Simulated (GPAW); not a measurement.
Runs of GPAW 26.7.0 on BaTiO3. Symmetry: Pm-3m, No. 221, cubic system. The conventional cell has a = 4.006 Å, b = 4.006 Å, c = 4.006 Å, α = 90.00°, β = 90.00°, γ = 90.00°. Ba (site symmetry m-3m) is surrounded by 12 O at 2.83 Å. Ti (site symmetry m-3m) is surrounded by 6 O at 2.00 Å. Around O (site symmetry 4/mmm) lie 2 Ti at 2.00 Å. 

```tsv
task	level	potentials or basis	spin	U	band path	band points	spin axis theta (degrees)	spin axis phi (degrees)	soc after scf	gap on the mesh (eV)	pressure (GPa)
single point	TB-mBJ	GPAW PAW data sets for LDA (gpaw-data 1.2.1), pw	off	-	-	-	-	-	-	(a)	-
band structure	GLLB-SC	the program's PAW data sets (release 1.2.1) made for this functional, pw	off	-	GXMGRX,MR	80	-	-	-	3.71	-
band structure	LDA	the program's PAW data sets (release 1.2.1) made for this functional, pw	SOC, no magnetisation	-	GXMGRX,MR	60	90	45	second variation	1.67	-7.9
band structure	LDA+U	the program's PAW data sets (release 1.2.1) made for this functional, pw	off	Ti d U = 5 eV	GXMGRX,MR	80	-	-	-	(b)	-5.7
```

Alike in all rows: cell as given; k mesh 6 × 6 × 6; cutoff (eV) 800; smearing fermi-dirac 0.05 eV.

Task: Fill in the values left out.

Result: (a) 2.50; (b) 2.38.

Caveats: spin-orbit coupling is left out, which moves the levels of the heavy elements (some runs); a model potential gives levels but no total energy (some runs); the PAW data sets were made with another functional, which shifts forces and pressure a little (some runs); the GLLB-SC gap is the Kohn-Sham gap of the path plus the derivative discontinuity (some runs); spin-orbit coupling was added after a scalar SCF, so levels and gaps hold it while energy, forces, pressure and moments don't (some runs); this program's spin-orbit splittings come out too wide for heavy elements (some runs).

A k mesh can miss the band edges, and rows without SOC leave out spin-orbit coupling on Ba.

Runs at the PBE level aren't shown here.
